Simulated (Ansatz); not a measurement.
# Ni (bcc type): how the settings move a single-point run

Aim: see which settings change the result for Ni (bcc type), by how much, and at what cost.

Computed with Ansatz 0.2.0 (reference: DFT, PBE, PAW with other files of Ansatz's library (core large), scalar-relativistic, unless a step's input says otherwise).

1 further run of the same task is left out (it didn't finish).

**1. The starting structure**

Symmetry: Im-3m, No. 229, cubic system. The conventional cell has a = 2.063 Å, b = 2.063 Å, c = 2.063 Å, α = 90.00°, β = 90.00°, γ = 90.00°. Ni (site symmetry m-3m) has 8 Ni at 1.79 Å as nearest neighbours.

Structure file:

```cif
data_structure
_symmetry_space_group_name_H-M 'P 1'
_symmetry_Int_Tables_number 1
_cell_length_a 1.7870
_cell_length_b 1.7870
_cell_length_c 1.7870
_cell_angle_alpha 109.471
_cell_angle_beta 109.471
_cell_angle_gamma 109.471
_cell_volume 4.39
loop_
_atom_site_label
_atom_site_type_symbol
_atom_site_fract_x
_atom_site_fract_y
_atom_site_fract_z
_atom_site_occupancy
Ni1 Ni 0.00000 0.00000 0.00000 1
```

**2. Baseline**

input.yaml reads:

```yaml
crystal:
  lattice:
    - [-1.0317084447, 1.0317084447, 1.0317084447]
    - [1.0317084447, -1.0317084447, 1.0317084447]
    - [1.0317084447, 1.0317084447, -1.0317084447]
  atoms:
    - { symbol: Ni, position: [0.0, 0.0, 0.0], spin: 1.0 }
magnetization:
  spin_polarized: true
kpoints:
  mp_grid: { grid: [19, 19, 19] }
scf:
  occupations: { method: fermi_dirac, width: 0.05 }
hamiltonian:
  xc: pbe
  pseudopotentials: { kind: paw, core: large }
output:
  forces: true
  stress: true
  eigenvalues: true
```

Started as:

```sh
> ansatz run input.yaml --threads 1 --pin off --max-ram 3072MiB --backend cpu --events-out ev --progress --plain --runs-dir out
```

**3. Variant: xc rpbe, dispersion d3bj**

input.yaml: that of step 2 with these lines changed.

```diff
@@ -14,4 +14,5 @@
 hamiltonian:
-  xc: pbe
+  xc: rpbe
   pseudopotentials: { kind: paw, core: large }
+  dispersion: d3bj
 output:
```

**Question.** What will these runs give? Wanted: for each run, ending; energy change; pressure; gap; force.

The runs gave:

```csv
run,ending,energy change,pressure (GPa),gap (eV),force (eV/Å),cycles,time
reference,converged,-,1499.3,0.00,0.00,11,2.9 s
"1: xc rpbe, dispersion d3bj",converged,not comparable,1301.8,0.00,0.00,12,3.1 s
```

Residual by cycle in the longest SCF loop of each run; runs are numbered as in the table. The quantity is the density residual dr2, in eV.

```csv
cycle,reference,run 1
1,0.392,0.486
2,0.0622,0.0603
3,9.1e-4,4.0e-4
4,0.00525,0.0029
5,0.00871,0.0241
6,0.00211,2.3e-4
7,7.3e-5,1.8e-5
8,3.8e-7,9.2e-7
9,5.7e-8,8.9e-8
10,5.4e-10,1.4e-8
11,5.7e-11,7.4e-10
12,-,8.3e-12
```

Total energies don't compare across a change of functional; the pressure goes from 1499.3 to 1301.8 GPa. The dispersion term changed too. The structure is not at rest: the sound run finds 1499 GPa, so these are no properties of the relaxed crystal. 
